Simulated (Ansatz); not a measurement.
# MgO, space group P-6m2: a dry run that shows the plan

Program: Ansatz's Python interface.

Interactive session:
```pycon
>>> import ansatz as az
>>> cell = (
...     az.Lattice.from_parameters(2.938021, 2.938021, 2.67968, alpha=90, beta=90, gamma=120)
...     .space_group(187)
...     .atom('Mg', [0.0, 0.0, 0.0])
...     .atom('O', [1 / 3, 2 / 3, 0.5])
... )
>>> cell.resolved().tree()['lattice']
((2.938021, 0.0, 0.0), (-1.4690104999999993, 2.54440082285216, 0.0), (1.6408307673695896e-16, 2.8420022557063577e-16, 2.6796800000000003))
>>> job = (
...     cell.calculation()
...     .kpoints(6, center='gamma')
...     .basis(41 * az.Ry)
...     .occupations('Fixed')
...     .functional('pbesol')
... )
>>> session = job.session()
>>> print('features:', ', '.join(session.active_features))
features: AnyPaw, Paw, PbeFamilyXc, GeneratedGeometry, StepOccupations
>>> print('SCF threshold (eV):', session.dr2_threshold)
SCF threshold (eV): 1e-07
>>> planned = session.plan(dry_run=True)
>>> told = planned.describe()
>>> for name in ('ecut_ev', 'ecutrho_ev', 'n_bands', 'nominal_top_band', 'n_pw_range', 'fft_dense', 'fft_smooth', 'n_sym_ops', 'cell_volume_ang3'):
...     print(f'{name:18s} {told[name]}')
...
ecut_ev            557.833418042754
ecutrho_ev         2231.333672171016
n_bands            12
nominal_top_band   8
n_pw_range         [586, 616]
fft_dense          [24, 24, 24]
fft_smooth         [24, 24, 24]
n_sym_ops          12
cell_volume_ang3   20.03195601290858
>>> for notice in planned.prep()['deck_notices']:
...     print('resolved:', notice['kind'])
...
resolved: crystallographic_orbits
resolved: space_group_sites
resolved: cutoff_auto_derived
resolved: n_bands_auto_derived
resolved: mixing_algorithm_auto_resolved
resolved: check_enabled
```

The structure comes from a database and needn't be a stable phase.
